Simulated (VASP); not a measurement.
MgTe:

```
Mg Te
1.0
     0.00000    3.23200    3.23200
     3.23200    0.00000    3.23200
     3.23200    3.23200    0.00000
Mg Te
1 1
Direct
  0.00000 0.00000 0.00000
  0.25000 0.25000 0.25000
```

The cell was built by a generator and needn't be a form met in nature.

```yaml
Program: VASP 6.6.1
Task: relaxation of cell and atoms
Functional: LDA
Potentials_or_basis: VASP PAW LDA potentials, release 64 (Mg, Te)
Cutoff: 600 eV
k_mesh: 8 × 8 × 8
Occupations: gaussian, width 0.03 eV
Spin: no spin polarisation
```

At the start: pressure -1.6 GPa; volume 33.76 Å³/atom.

How do energy, volume and symmetry change on relaxing?

Over 3 steps the energy falls by 7.9 meV/atom and the volume is 32.26 Å³/atom (-4.5 %); space group F-43m (No. 216, to 0.05 Å).

Step by step:
```csv
step,energy change (eV),largest force (eV/Å),pressure (GPa),volume (Å³)
1,0.0000,0.0000,-1.62,67.52
2,-0.0157,0.0000,0.18,64.23
3,-0.0159,0.0000,0.00,64.51
```

Final structure:
```
CELL_PARAMETERS angstrom
0.00000 3.18326 3.18326
3.18326 0.00000 3.18326
3.18326 3.18326 0.00000
ATOMIC_POSITIONS crystal
Mg 0.00000 0.00000 0.00000
Te 0.25000 0.25000 0.25000
```
